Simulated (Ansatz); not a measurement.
# Hg under compression and expansion

```
Hg
1.0
     3.09361    0.00000    0.00000
     0.00000    3.09361    0.00000
     0.00000    0.00000    3.09361
Hg
1
Direct
  0.00000 0.00000 0.00000
```

The structure comes from a relaxation in the same program, started in the sc type, and has space group Pm-3m. Whether it is a known phase or the ground state wasn't checked.

No spin–orbit coupling, which matters for the heavy atoms here.

Levels of theory: DFT, PBE, all-electron LAPW, scalar-relativistic (Ansatz 0.2.0); DFT, PBE, PAW with Ansatz's default frozen-core files, scalar-relativistic (Ansatz 0.2.0).

For LAPW: a Γ-centred 12×12×12 k mesh, Fermi–Dirac smearing of 0.05 eV, basis error target 0.25 meV/atom, no spin polarisation. PAW takes a cutoff of 420 eV at this cell. The Ansatz runs share mesh, smearing and spin set-up. Plane-wave (PAW) pressures include the program's estimate of the Pulay term.

The cell above is scaled evenly, with fractional coordinates and shape held.

| V/V(cell) | V (Å³/atom) | P, LAPW (GPa) | P, PAW (GPa) | free energy over the lowest listed, PAW (meV/atom) |
| --- | --- | --- | --- | --- |
| 0.9405 | 27.845 | 1.30 | 1.31 | 6.1 |
| 0.9700 | 28.719 | ? | ? | ? |
| 1.0000 | 29.607 | -0.05 | -0.04 | 0.0 |
| 1.0300 | 30.495 | -0.27 | -0.26 | 1.0 |
| 1.0600 | 31.383 | -0.31 | -0.30 | 2.6 |

**Question.** Fill in the row V/V(cell) = 0.9700.

**Answer.** P, LAPW (GPa) = 0.51, P, PAW (GPa) = 0.52, free energy over the lowest listed, PAW (meV/atom) = 1.2.
